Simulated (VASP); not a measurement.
Here is the system:

```
Li3N
1.0
    1.77346    -3.07172     0.00000
    1.77346     3.07172     0.00000
    0.00000     0.00000     3.78833
Li N
3 1
Direct
  0.33333   0.66667   0.00000
  0.66667   0.33333   0.00000
  0.00000   0.00000   0.50000
  0.00000   0.00000   0.00000
```

Level of theory: LDA (Ceperley-Alder, Perdew-Zunger), VASP's LDA PAW potentials (set 64) (plane waves; VASP 6.6.1). Run with 520 eV cut-off, 8×8×7 Γ-centred mesh, tetrahedra with Blöchl corrections, potentials Li_sv N.

The cores are frozen, which limits the accuracy of field gradients.

Task: Give the principal components of the electric field gradient (V/Å²) and the asymmetry η at each nucleus.

Result: 
```csv
atom,Vxx,Vyy,Vzz,η
Li1,-1.0,-1.0,2.0,0.00
Li2,-1.0,-1.0,2.0,0.00
Li3,2.1,2.1,-4.2,0.00
N4,-6.6,-6.6,13.3,0.00
```

The compound is Li3N in the alpha structure. It was relaxed first, which changed the volume by -8 %.
